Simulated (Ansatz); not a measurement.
Suppose AlN takes space group P2 (No. 3), with Al on 1d, 1d and 1c; N on 1b, 1c and 1b. Recipe of this trial structure of AlN: 5-connected net, two elements spread over the vertices.

Theory: DFT PBE, scalar-relativistic, plane waves, PAW (Ansatz 0.2.0). Cutoff 420 eV, Γ-centred mesh, Gaussian smearing, no spin polarisation.

Formation energies are uncorrected and refer to the elements' standard structures at the same level (N₂ as a molecule).

Q: Predict the relaxed structure.

A:

Space group P2 (No. 3). a = 3.305 Å, b = 6.388 Å, c = 4.005 Å, α = 90.00°, β = 103.17°, γ = 90.00°
```
atom  site  symmetry       x       y       z
  Al    1d         2  0.5000  0.7528  0.5000
  Al    1d         2  0.5000  0.1637  0.5000
  Al    1c         2  0.5000  0.4224  0.0000
   N    1b         2  0.0000  0.3704  0.5000
   N    1c         2  0.5000  0.7052  0.0000
   N    1b         2  0.0000  0.5856  0.5000
```

Al on its first site is surrounded by 4 N at 1.97–2.03 Å; Al on its second site is surrounded by 2 N at 2.12 Å; Al on its third site is surrounded by 1 N at 1.81 Å; N on its first site is surrounded by 1 N at 1.37 Å and 2 Al at 2.12 Å; 2 more sites not described. Another local minimum with the same sites may exist.

Q: Where does its energy lie, and is it a metal?

A: The formation energy is +0.39 eV/atom and the gap on the 12×6×10 mesh of the 6-atom cell is 0 eV (a metal). A positive value: parting into the elements would lower its energy.

The last run used Gaussian smearing of 0.10 eV. A structure relaxed within its symmetry needn't be a true minimum.
